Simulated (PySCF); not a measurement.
## Building multiplets from coupling constants

Bonds (- single, = double, # triple, : aromatic): F1-C2 1.328 Å, C2-F3 1.328 Å, C2-F4 1.328 Å. C2 carries H5.

All values are calculated (PySCF): B3LYP/pcJ-1 coupling constants, GFN2-xTB structure, σ from GIAO-PBE0/pcSseg-1. One computed conformer, no solvent model, averaged over atoms made equivalent by symmetry, fast rotation or ring inversion, non-relativistic.

References, each an isolated molecule treated in the same way: ¹³C (σref 186.93), ¹H (σref 31.72) vs TMS; ¹⁹F (σref 170.95) against CFCl3.

Spectrometer: 500 MHz for ¹H. First-order analysis; couplings under 1 Hz (under 4 Hz in carbon signals) are ignored, and nearly equal couplings are merged; the smaller ones broaden or split the lines further.

Task: What pattern does C2 show in the proton-coupled ¹³C spectrum?

Result: A quartet of doublets at δ 124.4: 349.3 Hz to F1/F3/F4 (3 × ¹⁹F, 1 bond away), 240.8 Hz to H5 (1 × ¹H, 1 bond away). Lines in Hz from the centre (relative intensity): +644.4 (1), +403.6 (1), +295.1 (3), +54.2 (3), -54.2 (3), -295.1 (3), -403.6 (1), -644.4 (1). The outer lines are 1288.7 Hz apart, the sum of the couplings kept, or 10.250 ppm at this field.

Task: What pattern does F1/F3/F4 show (¹⁹F)?

Result: A doublet at δ -92.3: 88.0 Hz to H5 (1 × ¹H, 2 bonds away). Lines in Hz from the centre (relative intensity): +44.0 (1), -44.0 (1). The outer lines are 88.0 Hz apart, the sum of the couplings kept, or 0.187 ppm at this field.

Task: What pattern does H5 show (¹H)?

Result: A quartet at δ 6.64: 88.0 Hz to F1/F3/F4 (3 × ¹⁹F, 2 bonds away). Lines in Hz from the centre (relative intensity): +132.0 (1), +44.0 (3), -44.0 (3), -132.0 (1). The outer lines are 264.0 Hz apart, the sum of the couplings kept, or 0.528 ppm at this field.
